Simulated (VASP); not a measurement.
A run of VASP 6.6.1 is set up as follows.

File INCAR:

```
PREC = Accurate
ENCUT = 520
EDIFF = 1E-7
ISMEAR = -1
SIGMA = 0.05
LREAL = F
LASPH = T
NELM = 80
ALGO = Normal
ISIF = 2
LWAVE = F
LCHARG = F
GGA = PE
NBANDS = 28
```

Contents of KPOINTS:

```
Automatic mesh
0
Gamma
  5 5 4
```

File POSCAR:

```
Ca
1.0
    3.4629657000     -3.6694915100      0.0000000000
    3.4629657000      3.6694915100      0.0000000000
    0.0000000000      0.0000000000      7.0091196500
Ca
4
Direct
    0.6617894600      0.3382105400      0.3034858900
    0.3382105400      0.6617894600      0.6965141100
    0.8382105400      0.1617894600      0.8034858900
    0.1617894600      0.8382105400      0.1965141100
```

Potentials or basis: VASP PAW PBE potentials, release 64 (Ca_sv).

Launch:

```console
$ cat potpaw_PBE.64/Ca_sv/POTCAR > POTCAR
$ mpirun -np 1 vasp_std > vasp.out
```

What does it give for the band gap on the k mesh?

None (metal or under the smearing width).

What does it give for the pressure?

-0.2 GPa.

Forces in eV/Å, atoms in the order of the input:
```
Ca   0.000 -0.023  0.029
Ca   0.000  0.023 -0.029
Ca   0.000  0.023  0.029
Ca   0.000 -0.023 -0.029
```
